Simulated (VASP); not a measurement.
Set up this calculation in VASP 6.6.1, as the native input.

```yaml
Task: electric field gradients
Functional: r2SCAN
Potentials_or_basis: VASP PAW PBE potentials, release 64 (Sc_sv)
Cutoff: 520 eV
k_mesh: 11 × 11 × 6
Occupations: fermi-dirac, width 0.05 eV
Spin: no spin polarisation
Further_INCAR_settings: ALGO = Normal; EDIFF = 1e-07
```

The structure of Sc lies in POSCAR:

```
Sc
1.0
    3.3090000000      0.0000000000      0.0000000000
   -1.6545000000      2.8656780611      0.0000000000
    0.0000000000      0.0000000000      5.2733000000
Sc
2
Direct
    0.3333333333      0.6666666667      0.2500000000
    0.6666666667      0.3333333333      0.7500000000
```

These files were run (other wordings do the same):

INCAR

```
PREC = Accurate
ENCUT = 520
EDIFF = 1E-7
ISMEAR = -1
SIGMA = 0.05
LREAL = False
LASPH = True
NELM = 100
ALGO = Normal
ISIF = 2
LWAVE = False
LCHARG = False
METAGGA = R2SCAN
LMIXTAU = True
LEFG = True
```

KPOINTS

```
Automatic mesh
0
Gamma
  11 11 6
```

Potentials or basis: VASP PAW PBE potentials, release 64 (Sc_sv).

Run with:

```sh
$ cat potpaw_PBE.64/Sc_sv/POTCAR > POTCAR
$ mpirun -np 1 vasp_std > vasp.out
```

Results of the run:

- Pressure: 0.1 GPa
- Band gap on the k mesh: none (metal or under the smearing width)

Caveat: the PAW data sets were made with another functional, which shifts forces and pressure a little.

Run time: 2.5 min on 1 thread of Intel(R) Xeon(R) 6975P-C (Granite Rapids), with other jobs on the host, peak memory 0.2 GiB.
